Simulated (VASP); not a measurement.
**GeS: band structure with PBE+D3(BJ)**

Crystal: GeS.

```xyz
8
Lattice="10.6575 0.0000 0.0000 0.0000 3.6842 0.0000 0.0000 0.0000 4.3493" Properties=species:S:1:pos:R:3 pbc="T T T"
Ge    1.3293    0.9211    0.5771
Ge    3.9994    2.7632    2.7518
Ge    6.6580    0.9211    1.5976
Ge    9.3281    2.7632    3.7722
S     9.0535    0.9211    2.1591
S     6.9326    2.7632    4.3338
S     3.7248    0.9211    0.0155
S     1.6039    2.7632    2.1902
```

```json
{"Program": "VASP 6.6.1", "Task": "band structure", "Functional": "PBE", "Dispersion": "D3(BJ)", "Potentials or basis": "VASP PAW PBE potentials, release 64 (Ge_d, S)", "Cutoff": "520 eV", "k mesh": "4 × 8 × 6", "Occupations": "gaussian, width 0.03 eV", "Spin": "no spin polarisation", "Further INCAR settings": "ALGO = Fast; EDIFF = 1e-06; NBANDS = 50"}
```

```yaml
Pressure: 0.0 GPa
Band_gap_on_the_k_mesh: 1.22 eV, indirect (least direct gap 1.26 eV)
Band_gap_along_the_path: 1.22 eV, indirect (least direct gap 1.26 eV)
Dispersion_energy_per_atom: -0.327 eV
```

Forces in eV/Å, atoms in the order of the input:
```
Ge  -0.001  0.000  0.002
Ge   0.001  0.000  0.002
Ge  -0.001  0.000 -0.002
Ge   0.001  0.000 -0.002
S   -0.001  0.000 -0.002
S    0.001  0.000 -0.002
S   -0.001  0.000  0.002
S    0.001  0.000  0.002
```

Levels at the corners of the path, in eV from the valence-band top:
```csv
point,band 37,band 38,band 39,band 40,band 41,band 42,band 43,band 44
Γ,-1.57,-0.84,-0.73,-0.03,1.22,2.73,2.84,3.05
X,-1.34,-1.34,-1.01,-1.01,1.58,1.58,1.64,1.64
X,-1.34,-1.34,-1.01,-1.01,1.58,1.58,1.64,1.64
S,-2.03,-2.03,-1.24,-1.24,3.19,3.19,3.40,3.40
S,-2.03,-2.03,-1.24,-1.24,3.19,3.19,3.40,3.40
Y,-0.85,-0.85,-0.21,-0.21,1.75,1.75,2.54,2.54
Y,-0.85,-0.85,-0.21,-0.21,1.75,1.75,2.54,2.54
Γ,-1.57,-0.84,-0.73,-0.03,1.22,2.73,2.84,3.05
Γ,-1.57,-0.84,-0.73,-0.03,1.22,2.73,2.84,3.05
Z,-1.79,-1.79,-0.33,-0.33,2.53,2.53,2.66,2.66
Z,-1.79,-1.79,-0.33,-0.33,2.53,2.53,2.66,2.66
U,-1.36,-1.36,-1.36,-1.36,1.85,1.85,1.85,1.85
U,-1.36,-1.36,-1.36,-1.36,1.85,1.85,1.85,1.85
R,-1.36,-1.36,-1.36,-1.36,2.97,2.97,2.97,2.97
R,-1.36,-1.36,-1.36,-1.36,2.97,2.97,2.97,2.97
T,-0.65,-0.65,-0.24,-0.24,1.74,1.74,2.43,2.43
T,-0.65,-0.65,-0.24,-0.24,1.74,1.74,2.43,2.43
Z,-1.79,-1.79,-0.33,-0.33,2.53,2.53,2.66,2.66
Y,-0.85,-0.85,-0.21,-0.21,1.75,1.75,2.54,2.54
T,-0.65,-0.65,-0.24,-0.24,1.74,1.74,2.43,2.43
U,-1.36,-1.36,-1.36,-1.36,1.85,1.85,1.85,1.85
X,-1.34,-1.34,-1.01,-1.01,1.58,1.58,1.64,1.64
S,-2.03,-2.03,-1.24,-1.24,3.19,3.19,3.40,3.40
R,-1.36,-1.36,-1.36,-1.36,2.97,2.97,2.97,2.97
```

Core levels (eV, on the scale of the bands):
| atom | levels |
| --- | --- |
| 1 Ge | 1s -10950.3, 2s -1362.0, 2p -1188.9, 3s -158.9, 3p -106.1 |
| 2 Ge | 1s -10950.3, 2s -1362.0, 2p -1188.9, 3s -158.9, 3p -106.1 |
| 3 Ge | 1s -10950.3, 2s -1362.0, 2p -1188.9, 3s -158.9, 3p -106.1 |
| 4 Ge | 1s -10950.3, 2s -1362.0, 2p -1188.9, 3s -158.9, 3p -106.1 |
| 5 S | 1s -2394.8, 2s -200.9, 2p -145.7 |
| 6 S | 1s -2394.8, 2s -200.9, 2p -145.7 |

Run time: 11 min on 2 MPI ranks on Intel(R) Xeon(R) Platinum 8488C (Sapphire Rapids), with other jobs on the host, peak memory 0.71 GiB a rank.
